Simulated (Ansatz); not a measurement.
# Honeycomb GaN monolayer in a perpendicular field, part 3 of 3

Aim: how the honeycomb GaN monolayer screens a field along its normal, and what the field does to its bands. A positive field points along +c.

Ansatz 0.2.0; plane-wave DFT, PBE-D3(BJ), Ansatz PAW (set soft_1); PAW set soft_1.

So far, gap on the k-mesh (eV): step 2 (relaxing the slab) 2.19; step 3 (single point, field 0) 2.19; step 4 (single point, field 0.1 V/Å) 2.18.

## Step 5: Single point, field -0.1 V/Å

The input, input.yaml:

```yaml
crystal:
  lattice:
    - [3.2066195607, 0.0, 0.0]
    - [-1.6033097803, 2.7770139998, 0.0]
    - [0.0, 0.0, 18.0]
  atoms:
    - { symbol: "N", position: [0.6666666667, 0.3333333333, 0.5] }
    - { symbol: Ga, position: [0.3333333333, 0.6666666667, 0.5] }
kpoints:
  mp_grid: { grid: [18, 18, 1] }
  band_path:
    path: [[0, 0, 0], [0.5, 0, 0], [0.33333333, 0.33333333, 0], [0, 0, 0]]
    npoints: 16
hamiltonian:
  xc: pbe
  dispersion: d3bj
  pseudopotentials: { kind: paw, azcp: { folder: soft_1 } }
scf:
  occupations: { method: fermi_dirac, width: 0.02585 }
  convergence: { dr2_threshold: 1.0e-10 }
efield:
  axis: 3
  dipole_correction: true
  ramp_position: 0.9167
  ramp_width: 0.1667
  amplitude: -0.1
output:
  write_potential: true
  write_density: true
  volumetric_format: npy
```

Launch:

```
$ ansatz run input.yaml --threads 2 --pin off --max-ram 3072MiB --backend cpu --events-out ev --progress --plain --runs-dir out
```

Numbers of over 12 decimals in the logs are rounded to 6 here.

The log of the run:

```text
[...]
Crystal: 2 atoms, lattice volume = 160.287 Å³
Basis set: ecut = 420 eV, 3169 PW (Γ)
Bands: 13, of which v1, the nominal top of the filled ones, is band 9 counted from 1 (8 counted from 0)
Symmetry: 6 space group operations
k-points: 37 of 324 (time reversal used)
[...]
--- Band table (eV; the first three rows and the last of 37) ---
  k-point 0: bands = [... 5 lower, -15.6637, -5.7940, -3.4967, -3.4967, -1.0258, 1.4426, 1.9126, 2.5321]
  k-point 1: bands = [... 5 lower, -15.6472, -5.7449, -3.8011, -3.5615, -0.7977, 1.4960, 1.9715, 2.6084]
  k-point 2: bands = [... 5 lower, -15.5969, -5.5997, -4.5023, -3.7426, -0.3152, 1.6455, 2.1451, 2.8312]
  k-point 36: bands = [... 5 lower, -14.1257, -8.7634, -7.4663, -3.2106, 1.8734, 4.2110, 5.6668, 6.1616]
[key lines of the parts left out:]
SCF converged after 11 iterations
Free energy (F): -4167.389683 eV
Fermi energy:    -2.100450 eV
Dipole field:    D = -0.014332 V/Å  (p = -0.012696 e·Å, saw-weighted, corrected)
```

Wall time 4.8 s (2 threads of Intel Xeon Platinum 8488C (Sapphire Rapids), shared host); peak memory 0.43 GiB.

The dipole is -0.0127 e·Å, and the gap 2.185 eV.

## Step 6: Response, atoms held

This step: plane-wave DFT, PBE-D3(BJ), Ansatz PAW (set soft_1); response to a field along the normal, atoms held; PAW set soft_1 (Ansatz 0.2.0).

The dipoles give the slope, and the difference of two potentials shows where the field is screened.

This step gave:

```
equivalent conductor thickness p/(ε₀AE) : 2.580 Å
distance between the outer atoms        : 0 Å
```

Dipole of the cell against applied field:

| applied field (V/Å) | dipole of the cell (e·Å) |
| --- | --- |
| -0.1000 | -0.0127 |
| 0.0000 | 1.8e-7 |
| 0.1000 | 0.0127 |

Local field over the applied field, running mean. From the potentials at -0.1 and 0.1 V/Å; running mean over 2.5 Å. The local field over applied field by z:

z (Å), local field over applied field and a bar from the least value:
```
     4.03      0.999 ##############################
     4.32      0.999 ##############################
     4.75      0.997 ##############################
     5.04      0.994 ##############################
     5.47      0.984 #############################
     5.76      0.972 #############################
     6.05      0.950 ############################
     6.48      0.891 ##########################
     6.77      0.826 #######################
     7.06      0.739 ####################
     7.49      0.585 ##############
     7.78      0.485 ###########
     8.21      0.341 #####
     8.50      0.259 ##
     8.78      0.207 
     9.22      0.207 
     9.50      0.259 ##
     9.79      0.341 #####
    10.22      0.485 ###########
    10.51      0.585 ##############
    10.94      0.739 ####################
    11.23      0.826 #######################
    11.52      0.891 ##########################
    11.95      0.950 ############################
    12.24      0.972 #############################
    12.53      0.984 #############################
    12.96      0.994 ##############################
    13.25      0.997 ##############################
    13.68      0.999 ##############################
    13.97      0.999 ##############################
```

Electrons, planar mean, per unit field. The induced electron density by z:

z (Å), induced electron density (e/Å³ per V/Å) and a bar from the least value:
```
     4.03    0.00000 ###############
     4.32    0.00000 ###############
     4.61    0.00001 ###############
     4.90    0.00002 ###############
     5.04    0.00003 ###############
     5.33    0.00005 ###############
     5.62    0.00010 ###############
     5.90    0.00018 ################
     6.19    0.00032 ################
     6.48    0.00056 #################
     6.77    0.00096 ###################
     7.06    0.00157 #####################
     7.20    0.00196 #######################
     7.49    0.00289 ##########################
     7.78    0.00373 ##############################
     8.06    0.00386 ##############################
     8.35    0.00248 #########################
     8.64   -0.00013 ##############
     8.93   -0.00056 #############
     9.07    0.00056 #################
     9.36    0.00013 ################
     9.65   -0.00248 #####
     9.94   -0.00386 
    10.22   -0.00373 
    10.51   -0.00289 ####
    10.80   -0.00196 #######
    10.94   -0.00157 #########
    11.23   -0.00096 ###########
    11.52   -0.00056 #############
    11.81   -0.00032 ##############
    12.10   -0.00018 ##############
    12.38   -0.00010 ###############
    12.67   -0.00005 ###############
    12.96   -0.00003 ###############
    13.10   -0.00002 ###############
    13.39   -0.00001 ###############
    13.68    0.00000 ###############
    13.97    0.00000 ###############
```

The smaller of the gaps on the path and on the k-mesh, counted as 0 under 0.03 eV. The gap stays at 2.19 eV for applied field from -0.1 to 0.1 V/Å.

By hand: between -0.1 and 0.1 V/Å the dipole changes by 0.02539 e·Å, a slope of 0.1270 e·Å²/V. A perfect conductor of thickness t has p = ε₀AEt, so t = 180.95 × 0.1270 / 8.905 = 2.58 Å (e/ε₀ = 180.95 V·Å, A in Å²).

The induced dipole is that of a conductor 2.58 Å thick.

## Step 7: Summary of results

```
gap without field                          : 2.19 eV
ionisation energy, upper face              : 5.29 eV
electron affinity, upper face              : 3.11 eV
equivalent conductor thickness, atoms held : 2.58 Å
```

In words: The induced dipole equals that of a perfect conductor 2.58 Å thick, for a flat layer of atoms; an out-of-plane ε follows only once a thickness t is chosen, by 1 − 1/ε = 2.58 Å / t. The gap stays within 0.01 eV of 2.19 eV over the fields run, up to 0.1 V/Å in size. Semilocal functionals give gaps that are too small, and excitons are not included. Spin-orbit coupling is left out.

[Logs are printed without paths, hosts, clocks, repeated set-up lines and the standing remarks that a program may print on its own settings, such as how far it seeks lower states.]

[Hosts, paths, dates, database ids (printed as entryN), source tags and the programs' standing remarks are cut or masked in the printed files.]

[Maps of the electrostatic potential energy from Ansatz leave out the sawtooth potential of an applied field or a dipole correction, so their vacuum need not be flat; planar profiles and work functions include it.]
